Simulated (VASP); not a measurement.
A VASP 6.6.1 single-point calculation on LiCl

INCAR

```
IBRION = -1
NBANDS = 12
ISMEAR = -1
ENCUT = 520
LCHARG = .FALSE.
PREC = Accurate
NSW = 0
LREAL = .FALSE.
LASPH = .TRUE.
ISIF = 2
EDIFF = 1E-7
LWAVE = .FALSE.
NELECT = 10.02
SIGMA = 0.02
NELM = 98
GGA = PE
```

KPOINTS

```
KPOINTS created by Atomic Simulation Environment
0
Monkhorst-Pack
10 10 10
0 0 0
```

POSCAR

```
Li Cl
 1.0000000000000000
    -0.0000000000000000    2.7330425338988040    2.7330425338988040
     2.7330425338988040   -0.0000000000000000    2.7330425338988040
     2.7330425338988040    2.7330425338988040    0.0000000000000000
 Li  Cl
   1   1
Cartesian
  0.0000000000000000  0.0000000000000000  0.0000000000000000
  1.3665212669494020  1.3665212669494020  1.3665212669494020
```

The recommended PBE PAW datasets give the neutral cell 10 valence electrons.

Command

```
mpirun -np 1 vasp_std
```

**Question.** Predict the outcome of this run.

**Answer.** It converged. Results: pressure 1.4 GPa.

OSZICAR

```
N       E                     dE             d eps       ncg     rms          rms(c)
DAV:   1     0.442705146168E+02    0.44271E+02   -0.39293E+03  2648   0.752E+02
DAV:   2    -0.423947563817E+01   -0.48510E+02   -0.46164E+02  3244   0.143E+02
DAV:   3    -0.732562262002E+01   -0.30861E+01   -0.30736E+01  3540   0.378E+01
DAV:   4    -0.744599302133E+01   -0.12037E+00   -0.12033E+00  3976   0.725E+00
DAV:   5    -0.744715031378E+01   -0.11573E-02   -0.11573E-02  3588   0.723E-01    0.243E+00
DAV:   6    -0.731051410604E+01    0.13664E+00   -0.29487E-01  3032   0.230E+00    0.176E+00
DAV:   7    -0.731193862572E+01   -0.14245E-02   -0.75509E-02  3248   0.131E+00    0.104E+00
DAV:   8    -0.732224344052E+01   -0.10305E-01   -0.13456E-02  3028   0.720E-01    0.212E-01
DAV:   9    -0.732224999179E+01   -0.65513E-05   -0.21001E-04  3684   0.104E-01    0.112E-01
DAV:  10    -0.732261505860E+01   -0.36507E-03   -0.57756E-04  3212   0.130E-01    0.423E-02
DAV:  11    -0.732261405353E+01    0.10051E-05   -0.12643E-05  3640   0.216E-02    0.113E-02
DAV:  12    -0.732261593483E+01   -0.18813E-05   -0.22525E-06  3304   0.927E-03    0.131E-03
DAV:  13    -0.732261641995E+01   -0.48512E-06   -0.65104E-07  3424   0.451E-03    0.101E-03
DAV:  14    -0.732261642413E+01   -0.41767E-08   -0.19019E-08  3172   0.102E-03
   1 F= -.73226164E+01 E0= -.73225389E+01  d E =-.154978E-03
```

The cell is charged and sits in a uniform background. The shifted mesh misses Γ, so a band edge there is missed.

For comparison, a separate PBE run of the intended cell, on usual settings and not on those above, gives a gap of 6.06 eV on its mesh and a pressure of 0.6 GPa.
